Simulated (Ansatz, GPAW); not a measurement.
## A script for MoS₂ (PBE in single-zeta orbitals)

These are simulated results from GPAW 26.7.0, not measurements. The cell began as a database structure and was relaxed with r2SCAN+rVV10 in plane waves (Ansatz 0.2.0). All runs are without spin polarisation.

The symmetry is P-6m2 (No. 187, hexagonal); conventional cell a = 3.171 Å, c = 6.810 Å, 19.77 Å³ an atom. Mo is surrounded by 6 S at 2.40 Å; S is surrounded by 3 Mo at 2.40 Å.

The basis is minimal: single zeta, one radial function for each shell that the log's basis lists. It describes the filled bands fairly and the empty ones poorly.

Input script:

```python
import json
from ase import Atoms
from gpaw import GPAW, PW, FermiDirac

atoms = Atoms(['Mo', 'S', 'S'],
              cell=[[3.17096011, 0.0, 0.0], [-1.58548005, 2.74613201, 0.0], [0.0, 0.0, 6.81003568]],
              scaled_positions=[[0.0, 0.0, 0.0], [0.333333333, 0.666666667, 0.228527409], [0.333333333, 0.666666667, 0.771472591]],
              pbc=True)
calc = GPAW(mode='lcao', basis='sz(dzp)', h=0.2, xc='PBE', kpts={'size': (6, 6, 4), 'gamma': True},
            occupations=FermiDirac(0.02), maxiter=100, legacy_gpaw=True, txt='gpaw.txt')
atoms.calc = calc
res = {'energy': atoms.get_potential_energy(force_consistent=True)}
res['electrons'] = calc.get_number_of_electrons()
res['k'] = calc.get_ibz_k_points().tolist()
res['levels'] = [calc.get_eigenvalues(kpt=i).tolist() for i in range(len(res['k']))]
points = [[0.0, 0.0, 0.0], [0.5, 0.0, 0.0], [0.333333, 0.333333, 0.0], [0.0, 0.0, 0.5], [0.5, 0.0, 0.5], [0.333333, 0.333333, 0.5]]
bands = calc.fixed_density(kpts=points, symmetry='off', txt='bands.txt')
res['points'] = [bands.get_eigenvalues(kpt=i).tolist() for i in range(len(points))]
json.dump(res, open('results.json', 'w'))
print('free energy (eV):', round(res['energy'], 5))
```

Command: `python run.py`. It took 33 s on 1 thread of Arm Neoverse V1 (shared host), peak memory 0.16 GiB.

The log gpaw.txt, trimmed of paths, versions and times, then the last line on the terminal. An iter line gives the energy in eV and the logarithms of the changes of orbitals (plane waves alone) and density (c: converged):

```
___ ___ ___ _ _ _
 |   |   |_  | | | |

 | | | | | . | | | |

 |__ |  _|___|_____|  26.7.0
 |___|_|

Input parameters:
  basis: sz(dzp)
  h: 0.2
  kpts: {gamma: True,
         size: (6, 6, 4)}
  maxiter: 100
  mode: lcao
  occupations: {fixmagmom: False,
                name: fermi-dirac,
                width: 0.02}
  xc: PBE

System changes: positions, numbers, cell, pbc, initial_charges, initial_magmoms

Initialize ...

species:
  Mo:
    name:    Molybdenum
    Z:       42.0
    valence: 14
    core:    28
    charge:  0.0  # [|e|]
    compensation charges:
      type: gauss
      rc: 0.38  # [Å]
      lmax: 2
    cutoffs:
      filter: 2.16  # [Å]
      core: 1.42  # [Å]
    projectors
    | kind |    occ | energy [eV] | rcut [Å] |

    |------|--------|-------------|----------|

    |   4s |  2.000 |     -64.307 |    1.238 |

    |   5s |  1.000 |      -4.084 |    1.238 |

    |   4p |  6.000 |     -38.491 |    1.296 |

    |   5p |  0.000 |      -1.044 |    1.296 |

    |   4d |  5.000 |      -3.754 |    1.296 |

    |    d |        |      23.458 |    1.296 |

    LCAO basis set for Mo:
      Name: sz(dzp)
      Number of radial functions: 5
      Number of spherical harmonics: 13
        l=0, rc=3.5469 Bohr: 4s-sz confined orbital
        l=0, rc=10.0469 Bohr: 5s-sz confined orbital
        l=1, rc=4.0781 Bohr: 4p-sz confined orbital
        l=1, rc=14.0938 Bohr: 5p-sz confined orbital
        l=2, rc=7.2031 Bohr: 4d-sz confined orbital
      Number of RI-basis functions 0

  S:
    name:    Sulfur
    Z:       16.0
    valence: 6
    core:    10
    charge:  0.0  # [|e|]
    compensation charges:
      type: gauss
      rc: 0.24  # [Å]
      lmax: 2
    cutoffs:
      filter: 1.77  # [Å]
      core: 1.66  # [Å]
    projectors
    | kind |    occ | energy [eV] | rcut [Å] |

    |------|--------|-------------|----------|

    |   3s |  2.000 |     -17.254 |    0.974 |

    |   3p |  4.000 |      -7.008 |    0.979 |

    |    s |        |       9.957 |    0.974 |

    |    p |        |      20.203 |    0.979 |

    |    d |        |       0.000 |    0.900 |

    LCAO basis set for S:
      Name: sz(dzp)
      Number of radial functions: 2
      Number of spherical harmonics: 4
        l=0, rc=5.5156 Bohr: 3s-sz confined orbital
        l=1, rc=6.9375 Bohr: 3p-sz confined orbital
      Number of RI-basis functions 0

Reference energy: -131849.312427  # eV

Spin-paired calculation

Convergence criteria:
 Maximum [total energy] change in last 3 cyles: 0.0005 eV / valence electron
 Maximum integral of absolute [dens]ity change: 0.0001 electrons / valence electron
 Maximum integral of absolute [eigenst]ate change: 4e-08 eV^2 / valence electron
 Maximum number of scf [iter]ations: 100
 (Square brackets indicate name in SCF output, whereas a 'c' in
 the SCF output indicates the quantity has converged.)

Symmetries present (total): 4

  ( 1  0  0)  ( 1  0  0)  ( 0 -1  0)  ( 0 -1  0)
  ( 0  1  0)  ( 0  1  0)  (-1  0  0)  (-1  0  0)
  ( 0  0  1)  ( 0  0 -1)  ( 0  0  1)  ( 0  0 -1)

144 k-points: 6 x 6 x 4 Monkhorst-Pack grid + [1/12,1/12,1/8]
39 k-points in the irreducible part of the Brillouin zone
       k-points in crystal coordinates                weights
   0:     0.00000000    0.00000000    0.00000000          1/144
   1:     0.00000000    0.00000000    0.25000000          2/144
   2:     0.00000000    0.00000000    0.50000000          1/144
   3:     0.16666667   -0.16666667    0.00000000          2/144
   4:     0.16666667   -0.16666667    0.25000000          4/144
   5:     0.16666667   -0.16666667    0.50000000          2/144
   6:     0.16666667    0.00000000    0.00000000          4/144
   7:     0.16666667    0.00000000    0.25000000          8/144
   8:     0.16666667    0.00000000    0.50000000          4/144
   9:     0.16666667    0.16666667    0.00000000          2/144
          ...
  38:     0.50000000    0.50000000    0.50000000          1/144

Wave functions: LCAO
  Diagonalizer: Serial LAPACK
  Atomic Correction: dense with blas
  Data-type: complex

Occupation numbers: Fermi-Dirac:
  width: 0.0200  # eV

Eigensolver
   LCAO using direct dense diagonalizer

Densities:
  Coarse grid: 12*12*36 grid
  Fine grid: 24*24*72 grid
  Total Charge: 0.000000

Density mixing:
  Method: separate
  Backend: msr1
  Linear mixing parameter: 0.05
  old densities: 10
  Width of damping distribution: 1.1
  Damping of long wavelength oscillations: 20

Hamiltonian:
  XC and Coulomb potentials evaluated on a 24*24*72 grid
  Using the PBE Exchange-Correlation functional
  Interpolation: tri-quintic (5. degree polynomial)
  Poisson solver: FastPoissonSolver using
    Stencil: 8*3+1=25 point O(h^6) finite-difference Laplacian
    FFT axes: [np.int64(0), np.int64(1), np.int64(2)]
    FST axes: []

XC parameters: PBE with 2 nearest neighbor stencil

Memory estimate:
  Process memory now: 112.83 MiB
  Calculator: 16.08 MiB
    Density: 8.38 MiB
      Arrays: 1.03 MiB
      Localized functions: 6.56 MiB
      Mixer: 0.79 MiB
    Hamiltonian: 1.15 MiB
      Arrays: 0.67 MiB
      XC: 0.00 MiB
      Poisson: 0.00 MiB
      vbar: 0.47 MiB
    Wavefunctions: 6.55 MiB
      C [qnM]: 0.25 MiB
      S, T [2 x qmm]: 0.52 MiB
      P [aqMi]: 0.03 MiB
      BasisFunctions: 5.74 MiB
      Eigensolver: 0.00 MiB

Total number of cores used: 1

Number of atoms: 3
Number of atomic orbitals: 21
Number of bands in calculation: 20
Number of valence electrons: 26
Bands to converge: occupied
Positions:
   0 Mo     0.000000    0.000000    0.000000    ( 0.0000,  0.0000,  0.0000)
   1 S      0.000000    1.830755    1.556280    ( 0.0000,  0.0000,  0.0000)
   2 S      0.000000    1.830755    5.253756    ( 0.0000,  0.0000,  0.0000)

Unit cell:
           periodic     x           y           z      points  spacing
  1. axis:    yes    3.170960    0.000000    0.000000    12     0.2288
  2. axis:    yes   -1.585480    2.746132    0.000000    12     0.2288
  3. axis:    yes    0.000000    0.000000    6.810036    36     0.1892

  Lengths:   3.170960   3.170960   6.810036
  Angles:   90.000000  90.000000 120.000000

Effective grid spacing dv^(1/3) = 0.2253

iter:   1   -19.599383        c
iter:   2   -19.118065        c -1.22
iter:   3   -18.427362        c -1.30
iter:   4   -18.401043        c -1.56
iter:   5   -18.330072        c -1.81
iter:   6   -18.330298        c -2.86
iter:   7   -18.329476c       c -2.76
iter:   8   -18.329460c       c -3.68
iter:   9   -18.329460c       c -4.38c

Converged after 9 iterations.

Energy contributions relative to reference atoms: (reference = -131849.312427)

Kinetic:         -0.677243
Potential:       -2.621641
External:        +0.000000
XC:             -15.362175
Entropy (-ST):   -0.000000
Local:           +0.331600
SIC:             +0.000000
--------------------------
Free energy:    -18.329460
Extrapolated:   -18.329460

Showing only first 2 kpts
 Kpt  Band  Eigenvalues  Occupancy
  0    11      5.06611    2.00000
  0    12      5.93872    2.00000
  0    13      8.99816    0.00000
  0    14      8.99821    0.00000

  1    11      4.40397    2.00000
  1    12      6.32071    2.00000
  1    13      8.97226    0.00000
  1    14      8.97601    0.00000

Fermi level: 7.00334

Gap: 0.917 eV
Transition (v -> c):
  (s=0, k=2, n=12, [0.00, 0.00, 0.50]) -> (s=0, k=24, n=13, [0.33, 0.33, 0.00])
Direct/indirect transitions are different
Direct gap: 1.744 eV
Transition at: (s=0, k=26, n=12, [0.33, 0.33, 0.50])

free energy (eV): -18.32946
```

The gap in the log is over the mesh alone; results.json adds the listed points. PBE in single-zeta orbitals gives a gap of 0.92 eV. On the same cell, plane-wave PBE (Ansatz, 12×12×4 k points and the special points) gives a gap of 1.27 eV and r2SCAN a gap of 1.34 eV; on shared hosts these took about 7.8 and 19 core-seconds on the 3-atom cell, against 33 for the script. Semilocal gaps usually lie below measured ones.

The runs are scalar-relativistic, without spin-orbit coupling.
